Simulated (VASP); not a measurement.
# BN, excitations by TDDFT: which settings are enough?

BN, F-43m (no. 216), 2 atoms in the cell. DDH, TDDFT by the Casida equation; PAW potentials N_GW, B_GW (PBE set). VASP 6.6.1.

Wanted: first bright excitation within 0.05 eV; spectrum broadened by 0.3 eV (imaginary part of ε) within 12 %.

POSCAR:
```
BN
1.0
    0.0000000000      1.8130010000      1.8130010000
    1.8130010000      0.0000000000      1.8130010000
    1.8130010000      1.8130010000      0.0000000000
N B
1 1
Direct
    0.2500000000      0.2500000000      0.2500000000
    0.0000000000      0.0000000000      0.0000000000
```

The series start from Conduction bands in the pairs: 4; Valence bands in the pairs: 3; Largest pair energy, which also ends the spectrum (eV): 25; Cutoff of the response function (eV): 150; Grid for exchange-like terms: Normal; k mesh: 6 × 6 × 6. Each series keeps the choices made before it, and each single choice may use up half of a tolerance. Times cover all steps of a run.

## Conduction bands in the pairs

| Conduction bands in the pairs | First bright excitation (eV) | Spectrum broadened by 0.3 eV (imaginary part of ε), largest deviation against the largest value | Time (s) |
|---|---|---|---|
| 1 | 10.850 | 38 % | 64 |
| 2 | 10.834 | 19 % | 66 |
| 4 | 10.833 | 0.11 % | 74 |
| 6 | 10.833 | 0 % | 80 |
| 8 (reference) | 10.833 | 0 % | 88 |

Chosen: 4, the loosest value from which every tighter one stays within half of the tolerance.

## Valence bands in the pairs

| Valence bands in the pairs | First bright excitation (eV) | Spectrum broadened by 0.3 eV (imaginary part of ε), largest deviation against the largest value | Time (s) |
|---|---|---|---|
| 1 | 10.844 | 60 % | 66 |
| 2 | 10.836 | 9 % | 69 |
| 3 | 10.833 | 0 % | 74 |
| 4 (reference) | 10.833 | 0 % | 76 |

Chosen: 3.

## Largest pair energy, which also ends the spectrum (eV)

| Largest pair energy, which also ends the spectrum (eV) | First bright excitation (eV) | Spectrum broadened by 0.3 eV (imaginary part of ε), largest deviation against the largest value | Time (s) |
|---|---|---|---|
| 6 | refused | refused | 62 |
| 9 | refused | refused | 62 |
| 13 | 10.857 | 95 % | 59 |
| 18 | 10.836 | 31 % | 71 |
| 25 (reference) | 10.833 | 0 % | 74 |

Chosen: 25; the next looser run is off by more than half of the tolerance, so convergence isn't shown beyond this value.

VASP's message at the runs that stop: The number of conduction band and valence band pairs is zero. This indicates that NBANDSV or NBANDSO are not properly set up. The VASP default is to set them to the number of occupied orbitals. Try to set them manually. It is also possible that OMEGAMAX is too small; please increase it.

## Cutoff of the response function (eV)

| Cutoff of the response function (eV) | First bright excitation (eV) | Spectrum broadened by 0.3 eV (imaginary part of ε), largest deviation against the largest value | Time (s) |
|---|---|---|---|
| 40 | 10.816 | 27 % | 72 |
| 80 | 10.821 | 35 % | 72 |
| 120 | 10.825 | 18 % | 72 |
| 150 | 10.833 | 0.93 % | 74 |
| 200 (reference) | 10.834 | 0 % | 72 |

Chosen: 150.

## Grid for exchange-like terms

| Grid for exchange-like terms | First bright excitation (eV) | Spectrum broadened by 0.3 eV (imaginary part of ε), largest deviation against the largest value | Time (s) |
|---|---|---|---|
| Normal | 10.833 | 0 % | 74 |
| Fast | 10.833 | 0.0072 % | 68 |

Chosen: Normal; no other choice that stays within half of the tolerance saves 30 % of the time.

## k mesh

| k mesh | First bright excitation (eV) | Spectrum broadened by 0.3 eV (imaginary part of ε), largest deviation against the largest value | Time (s) |
|---|---|---|---|
| 4 × 4 × 4 | 10.534 | 67 % | 29 |
| 6 × 6 × 6 | 10.833 | 24 % | 74 |
| 8 × 8 × 8 (reference) | 10.985 | 0 % | 252 |

Chosen: 8 × 8 × 8; the next looser run is off by more than half of the tolerance, so convergence isn't shown beyond this value.

## All choices together

| Input | First bright excitation (eV) | Spectrum broadened by 0.3 eV (imaginary part of ε), largest deviation against the largest value | Time (s) |
|---|---|---|---|
| default band counts on the coarsest mesh (naive) | 10.533 | 70 % | 30 |
| chosen settings | 10.985 | 0.9 % | 252 |
| reference settings throughout | 10.986 | 0 % | 356 |

The chosen settings stay within the tolerance of the reference run, but the reference itself isn't shown to be converged in: Largest pair energy, which also ends the spectrum (eV), k mesh.

## The input

INCAR.step1:
```
  PREC = Accurate
  ENCUT = 420
  ISMEAR = 0
  SIGMA = 0.02
  EDIFF = 1E-8
  LASPH = T
  KPAR = 4
  LWAVE = F
  LCHARG = F
  LEPSILON = T
  LRPA = T
```

INCAR.step2:
```
  PREC = Accurate
  ENCUT = 420
  ISMEAR = 0
  SIGMA = 0.02
  EDIFF = 1E-5
  LASPH = T
  KPAR = 4
  LWAVE = T
  LCHARG = F
  NBANDS = 16
```

INCAR.step3:
```
  PREC = Accurate
  ENCUT = 420
  ISMEAR = 0
  SIGMA = 0.02
  EDIFF = 1E-7
  LASPH = T
  KPAR = 4
  LWAVE = T
  LCHARG = F
  LOPTICS = T
  ALGO = Normal
  NBANDS = 16
  NEDOS = 2000
  CSHIFT = 0.1
  GGA = PE
  LHFCALC = T
  LMODELHF = T
  AEXX = 0.2296
  HFSCREEN = 1.7
  ISTART = 1
  PRECFOCK = Fast
```

INCAR.step4:
```
  PREC = Accurate
  ENCUT = 420
  ISMEAR = 0
  SIGMA = 0.02
  EDIFF = 1E-7
  LASPH = T
  KPAR = 4
  LWAVE = F
  LCHARG = F
  ALGO = TDHF
  NBANDS = 16
  NBANDSO = 3
  NBANDSV = 4
  IBSE = 2
  NBSEEIG = 4
  LHARTREE = T
  LADDER = T
  LFXC = F
  ENCUTGW = 150
  GGA = PE
  LHFCALC = T
  LMODELHF = T
  AEXX = 0.2296
  HFSCREEN = 1.7
  PRECFOCK = Normal
  ANTIRES = 0
  OMEGAMAX = 25
  CSHIFT = 0.15
  NOMEGA = 1000
  ISTART = 1
```

KPOINTS.step1:
```
k-points
0
Gamma
  13 13 13
```

KPOINTS.step2:
```
Automatic mesh
0
Gamma
  8 8 8
  0 0 0
```

Commands (each step's output is kept before the next begins):
```
cat potpaw_PBE.64/N_GW/POTCAR potpaw_PBE.64/B_GW/POTCAR > POTCAR
cp INCAR.step1 INCAR
cp KPOINTS.step1 KPOINTS
mpirun -np 4 vasp_std > vasp.out
rm WAVECAR CHG
cp INCAR.step2 INCAR
cp KPOINTS.step2 KPOINTS
mpirun -np 4 vasp_std > vasp.out
cp INCAR.step3 INCAR
mpirun -np 4 vasp_std > vasp.out
cp INCAR.step4 INCAR
mpirun -np 4 vasp_std > vasp.out
```

Limits: The 8×8×8 mesh is coarse for a spectrum: peaks stand apart that a denser mesh merges; the pairs hold 3 valence and 4 conduction bands, and what lies beyond is missing from ε.

The chosen input took VASP 6.6.1 252 s on 4 cores (AMD EPYC 9R45 (Zen 5)), a shared host.

## An input that fails: more empty bands than computed

VASP's message: The number of conduction bands in the BSE kernel exeeds NBANDS.Reduce NBANDSV or redo the preceeding steps with larger NBANDS.

Changes against the starting input:
```
(step 4)
- NBANDSV = 4
+ NBANDSV = 400
```
